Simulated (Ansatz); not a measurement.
# W (Fm-3m) in Ansatz: notebook

Runs on W. Level: PBEsol. Tasks: single point, equation of state.

Everything below comes from runs of Ansatz 0.2.0. Logs are shortened: lines on timing, memory, paths and dates and some standing lists are left out, and cuts for length are marked.

## (1) Starting point

The structure is cubic, space group Fm-3m (No. 225). The conventional cell has a = 4.060 Å, b = 4.060 Å, c = 4.060 Å, α = 90.00°, β = 90.00°, γ = 90.00°. W (site symmetry m-3m) is surrounded by 12 W at 2.87 Å.

This isn't the form of W at room conditions, which is bcc.

## (2) Single point, PBEsol, 15.73 Å³/atom (volume scaled by 0.94)

input.yaml

```yaml
crystal:
  lattice:
    - [0.0, 1.9885598007, 1.9885598007]
    - [1.9885598007, 0.0, 1.9885598007]
    - [1.9885598007, 1.9885598007, 0.0]
  atoms:
    - { symbol: W, position: [0.0, 0.0, 0.0] }
hamiltonian:
  xc: pbesol
  pseudopotentials: { kind: paw }
kpoints:
  mp_grid: { grid: [11, 11, 11] }
scf:
  occupations: { method: fermi_dirac, width: 0.05 }
output:
  forces: true
  stress: true
  eigenvalues: true
```

Potentials or basis: Ansatz PAW.

The run is started by

```sh
ansatz run input.yaml --threads 2 --pin off --max-ram 5632MiB --backend cpu --events-out ev --progress --plain --runs-dir out
```

Output:

```text
Warning: RAYON_NUM_THREADS=2 ignored (pool sized by the plan → 2); use --threads N
Engine: ansatz 0.2.0, x86_64-unknown-linux-gnu
Pseudopotentials: kind: paw
Pseudopotential: W, paw, valence charge 14, recommended cutoff 420 eV (normal), W.paw.azcp
Functional definition: PBEsol
  exchange = pbesol_x
  correlation = pbesol_c
Crystal: 1 atoms, lattice volume = 15.727 Å³
Basis set: ecut = 420 eV, 331 PW (Γ), exchange–correlation on 40×40×40 points (8 copies of the dense FFT grid, shifted against one another)
Bands: 11, of which v1, the nominal top of the filled ones, is band 7 counted from 1 (6 counted from 0)
Symmetry: 48 space group operations
Space group: Fm-3m (ITA 225), of the structure as read, at distance tolerance 2.5e-5 Å
k-points: 56 of 1331
Non-local potential: W, projectors of the file, l = 0: 3, l = 1: 2, l = 2: 2, l = 3: 1
PAW form: soft (Blöchl's): semilocal exchange-correlation on the pseudo side does not see the compensation charge
PAW frozen core: W, regenerated for the run's functional, and the local potential with it (the file was generated under x = pbe(κ = 0.804, μ = 0.2195149727645171), c = pbe(β = 0.06672455060314922))
PAW one-centre angular grid: W, 590 points (default); XC on 64 Gauss nodes
Initial density: superposition of atomic densities (neutral atoms: chi_scale 0, normalization atom), corrected by the library's trained network
Initial wavefunctions: pseudopotential atomic-orbital guess
Functional: x = pbesol(κ = 0.804, μ = 0.12345679012345678), c = pbesol(β = 0.046)
SCF iter   1: F=—  HF=-10256.079076 eV  |F-HF|=—  |Δ(HF+E_count)|=         —  Δρ=2.62e-3  dr2=6.11e-4  ethr=1.77e-3  ⟨swp⟩=5.4  Hψ=3296  notcnv=0
preconditioner: auto → none  [metal: Δε(μ)=0.079 eV  Ē_g=8.903 eV  σ=0.050 eV  W_gap=0.37  n_scr=0 (ndim 8)  ℏωp=22.9 eV  f_vac=0.000  D(μ)=0.93/eV (n_scr^D=14)]
SCF iter   2: F=—  HF=-10256.078633 eV  |F-HF|=—  |Δ(HF+E_count)|=   4.44e-4  Δρ=1.20e-3  dr2=8.47e-5  ethr=4.36e-6  ⟨swp⟩=2.1  Hψ=1247  notcnv=0
SCF iter   3: F=—  HF=-10256.078661 eV  |F-HF|=—  |Δ(HF+E_count)|=   2.79e-5  Δρ=2.39e-4  dr2=2.52e-6  ethr=6.05e-7  ⟨swp⟩=2.7  Hψ=930  notcnv=0
SCF iter   4: F=—  HF=-10256.078662 eV  |F-HF|=—  |Δ(HF+E_count)|=   1.32e-6  Δρ=7.44e-5  dr2=6.25e-7  ethr=1.80e-8  ⟨swp⟩=2.1  Hψ=962  notcnv=0
iter 5 did not close the SCF: its close was put off for the readings that it lacked (scf_convergence_deferred on its scf_iter line)
SCF iter   5: F=-10256.078662 eV  HF=-10256.078662 eV  |F-HF|=3.93e-8  |Δ(HF+E_count)|=   2.78e-7  Δρ=2.09e-5  dr2=4.72e-8  ethr=4.46e-9  ⟨swp⟩=3.0  Hψ=1022  notcnv=0
SCF iter   6: F=-10256.078662 eV  HF=-10256.078662 eV  |F-HF|=3.11e-10  |Δ(HF+E_count)|=   2.31e-8  Δρ=1.88e-6  dr2=3.75e-10  ethr=3.37e-10  ⟨swp⟩=2.1  Hψ=2183  notcnv=0
SCF 1 converged in 6 iterations: F = -10256.078662 eV  dr2 = 3.75e-10
SCF converged after 6 iterations
Free energy (F): -10256.078662 eV
Harris-Foulkes:  -10256.078662 eV  (|F-HF|=3.11e-10)
Internal energy: -10256.070644 eV  (E = F + TS)
E sigma→0 (E₀):  -10256.074653 eV
Entropy (-TS):   -0.008018 eV (-8.018 meV/atom)
Fermi energy:    22.130106 eV
--- Per-component energies (eV) ---
  E_band       = -79.534286
  E_kinetic    = 451.053558
  E_local      = -597.018665  (includes V_loc(G=0)·N_el)
  E_nonlocal   = 3.543460
  E_hartree    = 214.447161
  E_xc         = -265.347187
  E_vxc        = -238.809797  (∫ρ·V_xc dr)
  E_paw        = -8436.165689  (= ΣΔE_a)
  E_vpaw       = -127.196576  (= ΣTr[D̂ρ^β])
  E_aug_tail   = -0.000070  (compensation charges beyond the density's cutoff)
  E_ewald      = -1626.805003
  E_core_change = 0.221792  (= ΣΔE_core)
  E_smearing   = -0.008018  (= −TS)
  E_closure    = 0.000000  (closes the sum)
  Σ components = -10256.078662   (vs F -10256.078662, Δ=0.00e0)
--- Forces (eV/Å), atoms counted from 1 ---
  atom   1  W     -0.00000000     0.00000000     0.00000000
  max |Σ_I F_I| component: 6.78e-32 eV/Å
--- Stress (GPa, compression-positive) ---
        5.530683      -0.000000       0.000000
       -0.000000       5.530683       0.000000
        0.000000       0.000000       5.530683
  P = ⅓ Tr σ = 5.5307 GPa (55.307 kbar)
--- Band table (eV; the first three rows and the last of 56) ---
  k-point 0: bands = ["-51.3273", "-14.9255", "-14.9255", "-14.9255", "12.9594", "21.5420", "21.5420", "21.5420", "24.8544", "24.8544", "35.0450"]
  k-point 1: bands = ["-51.3171", "-15.0390", "-14.9398", "-14.9398", "13.3380", "21.2612", "21.7146", "21.7146", "24.6993", "24.6993", "35.7829"]
  k-point 2: bands = ["-51.2895", "-15.3362", "-14.9779", "-14.9779", "14.3471", "20.7191", "22.0172", "22.0172", "24.5730", "24.5730", "36.4796"]
  k-point 55: bands = ["-51.1556", "-15.8401", "-15.7688", "-15.3951", "18.2331", "19.5592", "20.5510", "23.6602", "27.9705", "31.7937", "33.4793"]
```

Run time: 0.5 s. Hardware: 2 threads of AMD EPYC 7R43 (Zen 3), shared host; peak memory 0.3 GiB.

Results:

```
Free energy            : -10256.0787 eV
Pressure               : 5.5 GPa
Band gap on the k mesh : none (metal or under the smearing width)
```

Caveat: the PAW data sets come from PBE, with cores solved anew for the run's functional, which leaves a small shift of forces and pressure.

## (3) Single point, PBEsol, 16.06 Å³/atom (volume scaled by 0.96)

Edit input.yaml of step 2 so:

```diff
@@ -2,5 +2,5 @@
   lattice:
-    - [0.0, 1.9885598007, 1.9885598007]
-    - [1.9885598007, 0.0, 1.9885598007]
-    - [1.9885598007, 1.9885598007, 0.0]
+    - [0.0, 2.0025642044, 2.0025642044]
+    - [2.0025642044, 0.0, 2.0025642044]
+    - [2.0025642044, 2.0025642044, 0.0]
   atoms:
```

Potentials or basis: Ansatz PAW.

The run is started by

```sh
ansatz run input.yaml --threads 2 --pin off --max-ram 5632MiB --backend cpu --events-out ev --progress --plain --runs-dir out
```

Run time: 0.48 s. Hardware: 2 threads of AMD EPYC 7R43 (Zen 3), shared host; peak memory 0.3 GiB.

It converged, with:

```
Free energy            : -10256.0830 eV
Pressure               : -1.2 GPa
Band gap on the k mesh : none (metal or under the smearing width)
```

Caveat: the PAW data sets come from PBE, with cores solved anew for the run's functional, which leaves a small shift of forces and pressure.

## (4) Single point, PBEsol, 16.40 Å³/atom (volume scaled by 0.98)

input.yaml

```yaml
crystal:
  lattice:
    - [0.0, 2.0163754284, 2.0163754284]
    - [2.0163754284, 0.0, 2.0163754284]
    - [2.0163754284, 2.0163754284, 0.0]
  atoms:
    - { symbol: W, position: [0.0, 0.0, 0.0] }
hamiltonian:
  xc: pbesol
  pseudopotentials: { kind: paw }
kpoints:
  mp_grid: { grid: [11, 11, 11] }
scf:
  occupations: { method: fermi_dirac, width: 0.05 }
output:
  forces: true
  stress: true
  eigenvalues: true
  write_density: true
  write_potential: true
  elf: true
  volumetric_format: npy
```

The run is started by

```sh
ansatz run input.yaml --threads 2 --pin off --max-ram 5632MiB --backend cpu --events-out ev --progress --plain --runs-dir out
```

Wall time 0.64 s (2 threads of AMD EPYC 7R43 (Zen 3), shared host); peak memory 0.32 GiB.

It converged, with:

| Quantity | Value |
| --- | --- |
| Free energy | -10256.0740 eV |
| Pressure | -7.3 GPa |
| Band gap on the k mesh | none (metal or under the smearing width) |

Caveat: the PAW data sets come from PBE, with cores solved anew for the run's functional, which leaves a small shift of forces and pressure.

## (5) Single point, PBEsol, 16.73 Å³/atom

input.yaml

```yaml
crystal:
  lattice:
    - [0.0, 2.03, 2.03]
    - [2.03, 0.0, 2.03]
    - [2.03, 2.03, 0.0]
  atoms:
    - { symbol: W, position: [0.0, 0.0, 0.0] }
hamiltonian:
  xc: pbesol
  pseudopotentials: { kind: paw }
kpoints:
  mp_grid: { grid: [11, 11, 11] }
scf:
  occupations: { method: fermi_dirac, width: 0.05 }
output:
  forces: true
  stress: true
  eigenvalues: true
```

The run is started by

```sh
ansatz run input.yaml --threads 2 --pin off --max-ram 5632MiB --backend cpu --events-out ev --progress --plain --runs-dir out
```

Run time: 0.53 s. Hardware: 2 threads of AMD EPYC 7R43 (Zen 3), shared host; peak memory 0.3 GiB.

The run converged. Its results:

| Item | Value |
| --- | --- |
| Free energy | -10256.0530 eV |
| Pressure | -12.7 GPa |
| Band gap on the k mesh | none (metal or under the smearing width) |

Caveat: the PAW data sets come from PBE, with cores solved anew for the run's functional, which leaves a small shift of forces and pressure.

## (6) Single point, PBEsol, 17.07 Å³/atom (volume scaled by 1.02)

Edit input.yaml of step 5 so:

```diff
@@ -2,5 +2,5 @@
   lattice:
-    - [0.0, 2.03, 2.03]
-    - [2.03, 0.0, 2.03]
-    - [2.03, 2.03, 0.0]
+    - [0.0, 2.0434441004, 2.0434441004]
+    - [2.0434441004, 0.0, 2.0434441004]
+    - [2.0434441004, 2.0434441004, 0.0]
   atoms:
```

Potentials or basis: Ansatz PAW.

The run is started by

```sh
ansatz run input.yaml --threads 2 --pin off --max-ram 5632MiB --backend cpu --events-out ev --progress --plain --runs-dir out
```

It took 0.49 s on 2 threads of AMD EPYC 7R43 (Zen 3), shared host; peak memory 0.3 GiB.

It converged, with:

```yaml
Free_energy: -10256.0212 eV
Pressure: -17.6 GPa
Band_gap_on_the_k_mesh: none (metal or under the smearing width)
```

Caveat: the PAW data sets come from PBE, with cores solved anew for the run's functional, which leaves a small shift of forces and pressure.

## (7) Single point, PBEsol, 17.40 Å³/atom (volume scaled by 1.04)

Edit input.yaml of step 6 so:

```diff
@@ -2,5 +2,5 @@
   lattice:
-    - [0.0, 2.0434441004, 2.0434441004]
-    - [2.0434441004, 0.0, 2.0434441004]
-    - [2.0434441004, 2.0434441004, 0.0]
+    - [0.0, 2.0567135898, 2.0567135898]
+    - [2.0567135898, 0.0, 2.0567135898]
+    - [2.0567135898, 2.0567135898, 0.0]
   atoms:
```

The run is started by

```sh
ansatz run input.yaml --threads 2 --pin off --max-ram 5632MiB --backend cpu --events-out ev --progress --plain --runs-dir out
```

It took 0.48 s on 2 threads of AMD EPYC 7R43 (Zen 3), shared host; peak memory 0.31 GiB.

The run converged. Its results:

* Free energy: -10255.9799 eV
* Pressure: -21.9 GPa
* Band gap on the k mesh: none (metal or under the smearing width)

Caveat: the PAW data sets come from PBE, with cores solved anew for the run's functional, which leaves a small shift of forces and pressure.

## (8) Single point, PBEsol, 17.73 Å³/atom (volume scaled by 1.06)

input.yaml

```yaml
crystal:
  lattice:
    - [0.0, 2.0698140295, 2.0698140295]
    - [2.0698140295, 0.0, 2.0698140295]
    - [2.0698140295, 2.0698140295, 0.0]
  atoms:
    - { symbol: W, position: [0.0, 0.0, 0.0] }
hamiltonian:
  xc: pbesol
  pseudopotentials: { kind: paw }
kpoints:
  mp_grid: { grid: [11, 11, 11] }
scf:
  occupations: { method: fermi_dirac, width: 0.05 }
output:
  forces: true
  stress: true
  eigenvalues: true
  write_density: true
  write_potential: true
  elf: true
  volumetric_format: npy
```

The run is started by

```sh
ansatz run input.yaml --threads 2 --pin off --max-ram 5632MiB --backend cpu --events-out ev --progress --plain --runs-dir out
```

It took 0.65 s on 2 threads of AMD EPYC 7R43 (Zen 3), shared host; peak memory 0.31 GiB.

Results (log left out):

```yaml
Free_energy: -10255.9301 eV
Pressure: -25.7 GPa
Band_gap_on_the_k_mesh: none (metal or under the smearing width)
```

Caveat: the PAW data sets come from PBE, with cores solved anew for the run's functional, which leaves a small shift of forces and pressure.

## (9) Equation of state, PBEsol

Potentials or basis: Ansatz PAW.

No new run: the results of the series are fitted here.

Results:

| Quantity | Value |
| --- | --- |
| Equilibrium volume | 16.00 Å³/atom |
| Bulk modulus | 314 GPa |
| Pressure derivative of the bulk modulus | 4.4 |

Energy against volume, from the lowest point:
| volume (Å³/atom) | energy (meV/atom) |
| --- | --- |
| 15.727 | 4.36 |
| 16.062 | 0.00 |
| 16.396 | 9.03 |
| 16.731 | 30.07 |
| 17.065 | 61.81 |
| 17.400 | 103.11 |
| 17.735 | 152.92 |

Spin-orbit coupling is left out, which matters for the levels of W.
